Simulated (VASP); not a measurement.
**PbS: single point with PBEsol**

PbS, a slab with vacuum:

```
Pb S
1.0
     0.00000   -6.00875   -6.01236
     0.00000   -6.00875    6.01236
   -11.29828    0.00000    0.00000
Pb S
8 8
Cartesian
  -4.2416 -4.5066 0.0399
  -4.2416 -7.5109 3.0461
  -4.2416 -7.5109 -2.9663
  -4.2416 -10.5153 0.0399
  -7.0567 -1.5022 0.0399
  -7.0567 -4.5066 3.0461
  -7.0567 -4.5066 -2.9663
  -7.0567 -7.5109 0.0399
  -4.3648 -1.5022 0.0863
  -4.3648 -4.5066 3.0925
  -4.3648 -4.5066 -2.9198
  -4.3648 -7.5109 0.0863
  -6.9335 -4.5066 0.0863
  -6.9335 -7.5109 3.0925
  -6.9335 -7.5109 -2.9198
  -6.9335 -10.5153 0.0863
```

The cell isn't the ideal one: the relaxed cell repeated 4 times, on the trajectory's mesh.

```
Program             : VASP 6.6.1
Task                : single point
Functional          : PBEsol
Potentials or basis : VASP PAW PBE potentials, release 64 (Pb_d, S)
Cutoff              : 520 eV
k mesh              : 1 × 1 × 1
Occupations         : gaussian, width 0.1 eV
Spin                : no spin polarisation
```

| Item | Value |
| --- | --- |
| Largest force | 1.136 eV/Å |
| Band gap on the k mesh | 1.97 eV |

Forces in eV/Å, atoms in the order of the input:
```
Pb  -0.462  0.000 -0.092
Pb  -0.462  0.000 -0.092
Pb  -0.462  0.000 -0.092
Pb  -0.462  0.000 -0.092
Pb   0.462  0.000 -0.092
Pb   0.462  0.000 -0.092
Pb   0.462  0.000 -0.092
Pb   0.462  0.000 -0.092
S   -1.132  0.000  0.092
S   -1.132  0.000  0.092
S   -1.132  0.000  0.092
S   -1.132  0.000  0.092
S    1.132  0.000  0.092
S    1.132  0.000  0.092
S    1.132  0.000  0.092
S    1.132  0.000  0.092
```

Levels at points of the mesh, in eV from the valence-band top:
```csv
k point,band 78,band 79,band 80,band 81,band 82,band 83
"(0.00, 0.00, 0.00)",0.00,0.00,0.00,1.97,1.97,1.97
```

It took 71 s on 1 thread of Intel(R) Xeon(R) 6975P-C (Granite Rapids), on a shared host, peak memory 0.65 GiB.

Caveat: the PAW data sets were made with another functional, which shifts forces and pressure a little; spin-orbit coupling is left out, which as a rule narrows the gap of such compounds by several tenths of an eV.
